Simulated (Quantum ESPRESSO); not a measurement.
# Se under changes of volume

One of the cells (27.261 Å³/atom); the others are scaled copies at fixed shape and fractional positions:

```
CELL_PARAMETERS angstrom
4.36620 0.00000 0.00000
-2.18310 3.78124 0.00000
0.00000 0.00000 4.95360
ATOMIC_POSITIONS crystal
Se 0.77460 0.77460 0.00000
Se 0.00000 0.22540 0.66667
Se 0.22540 0.00000 0.33333
```

* Program: Quantum ESPRESSO 7.5
* Functional: PBEsol
* Potentials or basis: PseudoDojo 0.4.1 SR PBEsol standard
* Cutoff: 1170 eV
* Density cutoff: 4680 eV
* k mesh: 6 × 6 × 5
* Occupations: fermi-dirac, width 0.05 eV
* Spin: no spin polarisation

```csv
volume (Å³/atom),energy over the lowest point (meV/atom),pressure (GPa),gap on the mesh (eV),largest force (eV/Å)
25.625,21.55,4.2,1.18,1.002
26.170,9.70,2.7,1.20,0.753
26.716,2.69,1.4,1.21,0.521
27.261,0.00,0.2,1.22,0.305
27.806,1.20,-0.9,1.23,0.104
28.351,5.89,-1.9,1.24,0.084
28.896,?,?,?,?
```

Q: What does the run at 28.896 Å³/atom give?

A: Energy over the lowest point 13.70 meV/atom; pressure -2.7 GPa; gap on the mesh 1.25 eV; largest force 0.259 eV/Å.

Worked out: A Birch-Murnaghan fit of order 3 (a polynomial in V^(-2/3)) to the other rows has its minimum at 27.36 Å³/atom with B0 = V·E''(V) = 56 GPa and B' = 4.4 at fixed shape and positions, which overstates the stiffness. It gives 13.70 meV/atom at 28.896 Å³/atom, against the run's 13.70, and -dE/dV = -2.7 GPa, against -2.7. A straight line through the other rows of the gap, of slope 0.566 eV per unit of ln V, extrapolates to 1.25 eV, against the run's 1.25.

Energies are extrapolated to zero smearing.

Caveats: an odd mesh through Γ misses points on the zone boundary, where band edges often lie; forces of over 1 eV/Å show positions far from the minimum, so gaps and moduli don't describe the material at rest (some runs). Spin-orbit coupling on Se is left out.
